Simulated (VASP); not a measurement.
Set up this calculation in VASP 6.6.1, as the native input.

| Quantity | Value |
| --- | --- |
| Task | relaxation of cell and atoms |
| Functional | BLYP |
| Potentials or basis | VASP PAW PBE potentials, release 64 (Br, K_sv) |
| Cutoff | 600 eV |
| k mesh | 7 × 7 × 7 |
| Occupations | fermi-dirac, width 0.05 eV |
| Spin | no spin polarisation |
| Further INCAR settings | ALGO = Normal; EDIFF = 1e-06; IBRION = 2; EDIFFG = -0.005; NSW = 40; ISIF = 3 |

The structure of KBr lies in POSCAR:

```
KBr
1.0
    0.0000000000      3.3000000000      3.3000000000
    3.3000000000      0.0000000000      3.3000000000
    3.3000000000      3.3000000000      0.0000000000
Br K
1 1
Direct
    0.5000000000      0.5000000000      0.5000000000
    0.0000000000      0.0000000000      0.0000000000
```

The input as run:

INCAR

```
PREC = Accurate ; ENCUT = 600
EDIFF = 1E-6 ; ISMEAR = -1
SIGMA = 0.05 ; LREAL = False
LASPH = True ; NELM = 100
ALGO = Normal ; ISIF = 3
LWAVE = False ; LCHARG = False
GGA = B5 ; ALDAX = 1.0
AGGAX = 1.0 ; AGGAC = 1.0
ALDAC = 0.0 ; IBRION = 2
NSW = 40 ; EDIFFG = -0.005
```

KPOINTS

```
regular mesh
0
Gamma
  7 7 7
```

Potentials or basis: VASP PAW PBE potentials, release 64 (Br, K_sv).

Command:

```console
$ cat potpaw_PBE.64/Br/POTCAR potpaw_PBE.64/K_sv/POTCAR > POTCAR
$ mpirun -np 1 vasp_std > vasp.out
```

Results of the run:

* Relaxed volume: 39.74 Å³/atom
* Relaxed cell: a = 4.826 Å, b = 4.826 Å, c = 4.826 Å, α = 60.00°, β = 60.00°, γ = 60.00°
* Space group after relaxing (to 0.05 Å): Fm-3m (No. 225)
* Energy gained by relaxing: 16.5 meV/atom
* Ionic steps: 4
* Pressure after relaxing: 0.0 GPa
* Band gap on the k mesh: 4.18 eV, direct

Caveat: the PAW data sets were made with another functional, which shifts forces and pressure a little; an odd mesh through Γ misses points on the zone boundary, where band edges often lie.

Wall time 2.6 min on 1 thread of Intel(R) Xeon(R) Platinum 8488C (Sapphire Rapids), on a shared host, peak memory 0.25 GiB.
